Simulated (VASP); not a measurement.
# GaN (F-43m) in VASP: settings compared

Aim: see how the results for GaN move with the level of theory and the settings. Levels: PBE, LDA. Tasks: G0W0 quasiparticle levels.

Everything below comes from runs of VASP 6.6.1. Logs are shortened: lines on timing, memory, paths and dates and some standing lists are left out, and cuts for length are marked.

**Experimental background.**

From a printed reference work, textbook, for a bulk crystal of GaN at 0 K: band gap 3.299 eV (direct).

The results are compared with them further down.

**1. The structure**

The structure is cubic, space group F-43m (No. 216). Conventional cell: a = 4.507 Å, b = 4.507 Å, c = 4.507 Å, α = 90.00°, β = 90.00°, γ = 90.00°. Ga (site symmetry -43m) has 4 N at 1.95 Å as nearest neighbours. Around N (site symmetry -43m) lie 4 Ga at 1.95 Å.

The cell is a database's computed one.

**2. G0W0 quasiparticle levels, PBE**

Input file POSCAR:

```
GaN
1.0
    0.0000000000      2.2535006075      2.2535006075
    2.2535006075      0.0000000000      2.2535006075
    2.2535006075      2.2535006075      0.0000000000
Ga N
1 1
Direct
    0.0000000000      0.0000000000      0.0000000000
    0.2500000000      0.2500000000      0.2500000000
```

Input file INCAR.step1:

```
SYSTEM = GaN
PREC = Accurate
ENCUT = 500
EDIFF = 1E-8
ISMEAR = 0
SIGMA = 0.01
LREAL = .False.
LASPH = .True.
NELM = 60
ALGO = Normal
LWAVE = .True.
LCHARG = .False.
GGA = PE
KPAR = 4
```

Input file INCAR.step2:

```
SYSTEM = GaN
PREC = Accurate
ENCUT = 500
EDIFF = 1E-8
ISMEAR = 0
SIGMA = 0.01
LREAL = .False.
LASPH = .True.
NELM = 1
ALGO = Exact
LWAVE = .True.
LCHARG = .False.
GGA = PE
NBANDS = 156
LOPTICS = .True.
ISTART = 1
KPAR = 4
```

Input file INCAR.step3:

```
SYSTEM = GaN
PREC = Accurate
ENCUT = 500
EDIFF = 1E-8
ISMEAR = 0
SIGMA = 0.01
LREAL = .False.
LASPH = .True.
ALGO = EVGW0
LWAVE = .False.
LCHARG = .False.
GGA = PE
NELMGW = 1
NBANDS = 156
ENCUTGW = 200
NOMEGA = 50
PRECFOCK = Fast
ISTART = 1
NBANDSGW = 17
KPAR = 4
```

Input file KPOINTS:

```
regular mesh
0
Gamma
  6 6 6
  0 0 0
```

Potentials or basis: VASP PAW PBE potentials, release 64 (Ga_d_GW, N_GW).

On the command line:

```
cat potpaw_PBE.64/Ga_d_GW/POTCAR potpaw_PBE.64/N_GW/POTCAR > POTCAR
cp INCAR.step1 INCAR
mpirun -np 4 vasp_std > vasp.out
cp INCAR.step2 INCAR
mpirun -np 4 vasp_std > vasp.out
cp INCAR.step3 INCAR
mpirun -np 4 vasp_std > vasp.out
```

OUTCAR:

```text
SYSTEM = GaN
   PREC = Accurate
   ENCUT = 500
   EDIFF = 1E-8
   ISMEAR = 0
   LREAL = .False.
   LASPH = .True.
   GGA = PE
   NELMGW = 1
   ENCUTGW = 200
   PRECFOCK = Fast
   ISTART = 1

 ion  position               nearest neighbor table
   1  0.000  0.000  0.000-   2 1.95   2 1.95   2 1.95   2 1.95
   2  0.250  0.250  0.250-   1 1.95   1 1.95   1 1.95   1 1.95

  LATTYP: Found a face centered cubic cell.
 ALAT       =     4.5070012150

  Lattice vectors:

 A1 = (   0.0000000000,   2.2535006075,   2.2535006075)
 A2 = (   2.2535006075,   0.0000000000,   2.2535006075)
 A3 = (   2.2535006075,   2.2535006075,   0.0000000000)

Analysis of symmetry for initial positions (statically):
=====================================================================
 Subroutine PRICEL returns:
 Original cell was already a primitive cell.

 Routine SETGRP: Setting up the symmetry group for a
 face centered cubic supercell.

 Subroutine GETGRP returns: Found 24 space group operations
 (whereof 24 operations were pure point group operations)
 out of a pool of 48 trial point group operations.

The static configuration has the point symmetry T_d .

Analysis of symmetry for dynamics (positions and initial velocities):
=====================================================================
 Subroutine PRICEL returns:
 Original cell was already a primitive cell.

 Routine SETGRP: Setting up the symmetry group for a
 face centered cubic supercell.

 Subroutine GETGRP returns: Found 24 space group operations
 (whereof 24 operations were pure point group operations)
 out of a pool of 48 trial point group operations.

The dynamic configuration has the point symmetry T_d .

 Subroutine INISYM returns: Found 24 space group operations
 (whereof 24 operations are pure point group operations),
 and found     1 'primitive' translations

----------------------------------------------------------------------------------------

                                     Primitive cell

  volume of cell :      22.8877

  direct lattice vectors                    reciprocal lattice vectors
     0.000000000  2.253500607  2.253500607    -0.221877020  0.221877020  0.221877020
     2.253500607  0.000000000  2.253500607     0.221877020 -0.221877020  0.221877020
     2.253500607  2.253500607  0.000000000     0.221877020  0.221877020 -0.221877020

  length of vectors
     3.186931122  3.186931122  3.186931122     0.384302272  0.384302272  0.384302272

  position of ions in fractional coordinates (direct lattice)
     0.000000000  0.000000000  0.000000000
     0.250000000  0.250000000  0.250000000

  ion indices of the primitive-cell ions
   primitive index   ion index
                 1           1
                 2           2

----------------------------------------------------------------------------------------

 KPOINTS: regular mesh

Automatic generation of k-mesh.
 Grid dimensions read from file:
 generate k-points for:    6    6    6

 Generating k-lattice:

  Cartesian coordinates                     Fractional coordinates (reciprocal lattice)
    -0.036979503  0.036979503  0.036979503     0.166666667  0.000000000  0.000000000
     0.036979503 -0.036979503  0.036979503     0.000000000  0.166666667  0.000000000
     0.036979503  0.036979503 -0.036979503     0.000000000  0.000000000  0.166666667

  Length of vectors
     0.064050379  0.064050379  0.064050379

  Shift w.r.t. Gamma in fractional coordinates (k-lattice)
     0.000000000  0.000000000  0.000000000

 Subroutine IBZKPT returns following result:
 ===========================================

 Found     16 irreducible k-points:

 Following reciprocal coordinates:
            Coordinates               Weight
  0.000000  0.000000  0.000000      1.000000
  0.166667  0.000000  0.000000      8.000000
  0.333333  0.000000  0.000000      8.000000
  0.500000  0.000000  0.000000      4.000000
  0.166667  0.166667  0.000000      6.000000
  0.333333  0.166667  0.000000     24.000000
[... 8 lines left out ...]
 -0.333333  0.333333  0.166667     24.000000
 -0.333333  0.500000  0.166667     12.000000
   k-points           NKPTS =     16   k-points in BZ     NKDIM =    216   number of bands    NBANDS=    156
   number of dos      NEDOS =    301   number of ions     NIONS =      2
   total plane-waves  NPLWV =  13824
   dimension x,y,z NGX =    24 NGY =   24 NGZ =   24
   dimension x,y,z NGXF=    48 NGYF=   48 NGZF=   48
   ions per type =               1   1
   NGX,Y,Z   is equivalent  to a cutoff of  12.52, 12.52, 12.52 a.u.
   NGXF,Y,Z  is equivalent  to a cutoff of  25.04, 25.04, 25.04 a.u.
 SYSTEM =  GaN
   PREC   = accura    normal or accurate (medium, high low for compatibility)
   ISTART =      1    job   : 0-new  1-cont  2-samecut
   ICHARG =      0    charge: 1-file 2-atom 10-const
   ISPIN  =      1    spin polarized calculation?
   LNONCOLLINEAR =      F non collinear calculations
   LSORBIT =      F    spin-orbit coupling
   LASPH  =      T    aspherical Exc in radial PAW
   ENCUT  =  500.0 eV  36.75 Ry    6.06 a.u.   5.81  5.81  5.81*2*pi/ulx,y,z
   NELM   =     60;   NELMIN=  2; NELMDL=  0     # of ELM steps
   EDIFF  = 0.1E-07   stopping-criterion for ELM
   LREAL  =      F    real-space projection
   EDIFFG = 0.1E-06   stopping-criterion for IOM
   NSW    =      0    number of steps for IOM
   IBRION =     -1    ionic relax: 0-MD 1-quasi-New 2-CG
   NFREE  =      0    steps in history (QN), initial steepest desc. (CG)
   ISIF   =      0    stress and relaxation
   ISYM   =      3    0-nonsym 1-usesym 2-fastsym
   POTIM  = 0.5000    time-step for ionic-motion
   TEBEG  =    0.0;   TEEND  =   0.0 temperature during run
   PSTRESS=    0.0 pullay stress
   NELECT =      18.0000    total number of electrons
   NUPDOWN=      -1.0000    fix difference up-down
   EMIN   =  10.00;   EMAX   =-10.00  energy-range for DOS
   EFERMI =   0.00;   METHOD = LEGACY
   ISMEAR =     0;   SIGMA  =   0.01  broadening in eV -4-tet -1-fermi 0-gaus
   EFERMI_NEDOS =   21; number of points for ismear=-14 and -15
   IALGO  =     38    algorithm
   IMIX   =      4    mixing-type and parameters
     AMIX     =   0.40;   BMIX     =  1.00
     AMIX_MAG =   1.60;   BMIX_MAG =  1.00
  volume/ion in A,a.u.               =      11.44        77.23
  Fermi-wavevector in a.u.,A,eV,Ry     =   1.511117  2.855596 31.068543  2.283473
  Thomas-Fermi vector in A             =   2.621216
   LORBIT       =      0    0 simple, 1 ext, 2 COOP (PROOUT), +10 PAW based schemes
   GGA     = PE    functional components
   LHFCALC =     T    Hartree Fock is set to
   PRECFOCK=fast      Normal, Fast or Accurate (Low or Medium for compatibility)
   ENCUT4O =  -1.0   cutoff for four orbital integrals eV
   NKREDX  =     1    reduce k-point grid by
   NKREDY  =     1    reduce k-point grid by
   NKREDZ  =     1    reduce k-point grid by
   AEXX    =    1.0000 exact exchange contribution
   HFSCREEN=    0.0000 screening length (either q_TF or 0.3 A-1)
   HFSCREENC=   0.0000 screening length for correlation (either q_TF or 0.3 A-1)
   ENCUTFOCK=  -1.0 apply spherical cutoff to Coloumb kernel
   IVDW    =     0    specifies the selected vdW correction
   LEPSILON=     F    determine dielectric tensor
   LRPA    =     F    only Hartree local field effects (RPA)
   LRPAFORCE           =     F    calculate RPA forces
   ENCUTGW             = 200.0    cutoff for response function in eV
   ENCUTGWSOFT         = 160.0    soft cutoff for Coulomb kernel in GW response function in eV
   ENCUTLF             =  -1.0    cutoff for local field effects
   NELMGW              =     1    number of iterations in solving QP/BSE equation
   NELMHF              =     1    number of iterations in the inner HF iteration
   NKREDLFX            =     1    NKREDLFY  =   1   NKREDLFZ  =   1
 non-spin polarized calculation
 Gauss-broadening in eV      SIGMA  =   0.01
  energy-cutoff  :      500.00
  volume of cell :       22.89
 maximum number of plane-waves:       589
  NGX = 14; NGY = 14; NGZ = 14
   NGX = 11   NGY = 11   NGZ = 11
 maximum number of plane-waves:       169

 QP shifts <psi_nk| G(iteration)W_0 |psi_nk>: iteration 1
 for sc-GW calculations column KS-energies equals QP-energies in previous step
 and V_xc(KS)=  KS-energies - (<T + V_ion + V_H > + <T+V_H+V_ion>^1  + <V_x>^1)

 k-point   1 :       0.0000    0.0000    0.0000
  band No.  KS-energies  QP-energies   sigma(KS)   V_xc(KS)     V^pw_x(r,r')   Z            occupation Imag(sigma)

      1     -10.8304     -12.0173     -16.6515     -14.8573     -24.5864       0.6615       2.0000       1.0749
      2      -8.3916     -11.1438     -25.2834     -21.4866     -34.7913       0.7249       2.0000       0.2264
      3      -8.3916     -11.1438     -25.2834     -21.4866     -34.7913       0.7249       2.0000       0.2264
      4      -8.3916     -11.1438     -25.2834     -21.4866     -34.7913       0.7249       2.0000       0.2264
      5      -8.0751     -10.9293     -25.7037     -21.8063     -35.1847       0.7323       2.0000       0.1689
      6      -8.0751     -10.9293     -25.7037     -21.8063     -35.1847       0.7323       2.0000       0.1689
[... 9 lines left out ...]
     16      23.8863      24.1210      -9.3426      -9.6386      -2.9820       0.7929       0.0000      -0.6921
     17      23.8863      24.1210      -9.3426      -9.6386      -2.9820       0.7929       0.0000      -0.6921

 k-point   2 :       0.1667    0.0000    0.0000
  band No.  KS-energies  QP-energies   sigma(KS)   V_xc(KS)     V^pw_x(r,r')   Z            occupation Imag(sigma)

      1     -10.5501     -11.8180     -17.2958     -15.4059     -25.2865       0.6709       2.0000       1.0228
      2      -8.3581     -11.1167     -25.3286     -21.5264     -34.8436       0.7255       2.0000       0.2248
      3      -8.3581     -11.1167     -25.3286     -21.5264     -34.8436       0.7255       2.0000       0.2248
      4      -8.2619     -10.9455     -24.7358     -21.0521     -34.0788       0.7285       2.0000       0.2646
      5      -8.0766     -10.9262     -25.6966     -21.8012     -35.1802       0.7315       2.0000       0.1700
      6      -8.0766     -10.9262     -25.6966     -21.8012     -35.1802       0.7315       2.0000       0.1700
[... 9 lines left out ...]
     16      21.9252      22.3171     -10.0888     -10.5829      -4.3736       0.7929       0.0000      -0.3959
     17      25.6430      26.2840      -9.7354     -10.5427      -3.0538       0.7940       0.0000      -0.7604

 k-point   3 :       0.3333    0.0000    0.0000
  band No.  KS-energies  QP-energies   sigma(KS)   V_xc(KS)     V^pw_x(r,r')   Z            occupation Imag(sigma)
[... 253 lines left out ...]
      1      -9.8111     -11.7173     -21.4764     -18.7443     -30.2709       0.6977       2.0000       0.6383
      2      -8.2716     -11.0614     -25.3642     -21.5352     -34.8467       0.7286       2.0000       0.2092
      3      -8.2067     -11.0029     -25.4766     -21.6441     -34.9890       0.7296       2.0000       0.2098
      4      -8.0979     -10.9347     -25.6664     -21.7873     -35.1915       0.7313       2.0000       0.1856
      5      -8.0523     -10.8989     -25.7197     -21.8326     -35.2319       0.7323       2.0000       0.1780
      6      -6.3181      -8.3526     -22.6726     -19.8639     -30.9953       0.7244       2.0000       0.4468
[... 9 lines left out ...]
     16      27.8346      28.5454     -11.0622     -11.9629      -3.9951       0.7892       0.0000      -0.9927
     17      29.2171      30.0006     -10.9967     -11.9660      -4.2631       0.8084       0.0000      -0.9386

 k-point  16 :      -0.3333    0.5000    0.1667
  band No.  KS-energies  QP-energies   sigma(KS)   V_xc(KS)     V^pw_x(r,r')   Z            occupation Imag(sigma)

      1      -9.7788     -11.7369     -21.7561     -18.9617     -30.6147       0.7007       2.0000       0.6121
      2      -8.2626     -11.0513     -25.2523     -21.4275     -34.6635       0.7291       2.0000       0.2012
      3      -8.1901     -10.9999     -25.5597     -21.7126     -35.1131       0.7304       2.0000       0.2088
      4      -8.0836     -10.9122     -25.7188     -21.8551     -35.2835       0.7321       2.0000       0.2001
      5      -8.0361     -10.8880     -25.7412     -21.8509     -35.2532       0.7331       2.0000       0.1748
      6      -6.1707      -8.1513     -22.4993     -19.7665     -30.7301       0.7248       2.0000       0.4557
[... 9 lines left out ...]
     16      28.0416      28.8302     -11.7853     -12.7852      -4.5355       0.7886       0.0000      -1.0991
     17      29.4795      30.3653     -11.3337     -12.4366      -4.5498       0.8032       0.0000      -0.9326
```

Run time: 2.5 min. Hardware: 4 MPI ranks of Intel Xeon Platinum 8488C (Sapphire Rapids), shared host; peak memory 0.62 GiB.

What came out:

* Band gap on the k mesh, mean-field level: 1.73 eV, direct
* Quasiparticle gap: 2.89 eV
* Least direct quasiparticle gap: 2.89 eV

Caveat: bands, screening cutoff and mesh are small and nothing is extrapolated, so the quasiparticle values aren't converged.

[end of part 1 of 2]
